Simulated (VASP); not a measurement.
The system is BaTiO3.

```xyz
5
Lattice="3.9998 0.0000 0.0000 0.0000 3.9998 0.0000 0.0000 0.0000 4.0180" Properties=species:S:1:pos:R:3 pbc="T T T"
Ba    0.0000    0.0000    0.0000
Ti    1.9999    1.9999    1.9688
O     1.9999    1.9999    0.0763
O     1.9999    0.0000    2.0773
O     0.0000    1.9999    2.0773
```

* Program: VASP 6.6.1
* Task: relaxation of cell and atoms
* Functional: r2SCAN
* Potentials or basis: VASP PAW PBE potentials, release 64 (Ba_sv, Ti_sv, O)
* Cutoff: 600 eV
* k mesh: 8 × 8 × 8
* Occupations: gaussian, width 0.03 eV
* Spin: no spin polarisation

At the start: pressure 1.0 GPa; volume 12.86 Å³/atom.

Problem. Where does the relaxation end?

Solution. Over 14 steps the energy falls by 3.6 meV/atom and the volume is 13.08 Å³/atom (+1.8 %); space group P4mm (No. 99, to 0.05 Å).

Step by step:
```
step  energy change (eV)  largest force (eV/Å)  pressure (GPa)  volume (Å³)
   1              0.0000                0.3061            0.98        64.28
   2             -0.0077                0.2206           -0.66        65.01
   3             -0.0080                0.2031           -1.04        65.18
   4             -0.0126                0.1118            0.05        64.97
   5             -0.0127                0.0963            0.23        64.93
   6             -0.0145                0.0767            0.21        65.02
   7             -0.0164                0.0971            0.19        65.19
   8             -0.0165                0.1094            0.21        65.24
   9             -0.0174                0.0721           -0.30        65.49
  10             -0.0174                0.0648           -0.36        65.54
  11             -0.0178                0.0570            0.19        65.38
  12             -0.0178                0.0494            0.08        65.41
  13             -0.0179                0.0173            0.00        65.42
  14             -0.0179                0.0029            0.01        65.42
```

Final structure:
```yaml
crystal:
  lattice:
    - [3.98727, 0.00000, 0.00000]
    - [0.00000, 3.98727, 0.00000]
    - [0.00000, 0.00000, 4.11497]
  atoms:
    - { symbol: Ba, position: [0.00000, 0.00000, 0.99717] }
    - { symbol: Ti, position: [0.50000, 0.50000, 0.47920] }
    - { symbol: O, position: [0.50000, 0.50000, 0.03310] }
    - { symbol: O, position: [0.50000, 0.00000, 0.51676] }
    - { symbol: O, position: [0.00000, 0.50000, 0.51676] }
```

Caveat: the PAW data sets were made with another functional, which shifts forces and pressure a little.
